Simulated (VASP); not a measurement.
## Hf: single point with PBEsol

Hf:

```xyz
2
Lattice="0.0000 3.1870 3.1870 3.1870 0.0000 3.1870 3.1870 3.1870 0.0000" Properties=species:S:1:pos:R:3 pbc="T T T"
Hf    0.7968    0.7968    0.7968
Hf    5.5773    5.5773    5.5773
```

This isn't the form of Hf at room conditions, which is hcp.

```json
{
 "Program": "VASP 6.6.1",
 "Task": "single point",
 "Functional": "PBEsol",
 "Potentials or basis": "VASP PAW PBE potentials, release 64 (Hf_pv)",
 "Cutoff": "520 eV",
 "k mesh": "10 × 10 × 10",
 "Occupations": "fermi-dirac, width 0.1 eV",
 "Spin": "no spin polarisation",
 "Dipole correction": "no",
 "Further INCAR settings": "ALGO = Fast; EDIFF = 1e-07; NBANDS = 17"
}
```

* Pressure: -0.2 GPa
* Band gap on the k mesh: none (metal or under the smearing width)

Levels at points of the mesh, in eV from the Fermi level:
| k point | band 6 | band 7 | band 8 | band 9 | band 10 | band 11 | band 12 | band 13 | band 14 | band 15 |
| --- | --- | --- | --- | --- | --- | --- | --- | --- | --- | --- |
| (0.00, 0.00, 0.00) | -30.20 | -5.28 | -0.43 | -0.43 | 0.17 | 0.17 | 0.17 | 2.20 | 2.20 | 2.20 |
| (0.50, 0.00, 0.00) | -30.11 | -3.01 | -0.95 | -0.38 | -0.38 | 0.05 | 0.19 | 0.19 | 3.31 | 3.31 |
| (0.50, 0.50, 0.00) | -30.03 | -1.47 | -1.47 | -1.05 | -1.05 | 0.32 | 0.32 | 2.19 | 2.19 | 3.79 |

Wall time 84 s on 1 thread of Intel(R) Xeon(R) Platinum 8259CL CPU @ 2.50GHz (Skylake/Cascade Lake) (shared host), peak memory 0.22 GiB.

Caveat: the PAW data sets were made with another functional, which shifts forces and pressure a little. Spin-orbit coupling is left out, which matters for the levels of Hf.
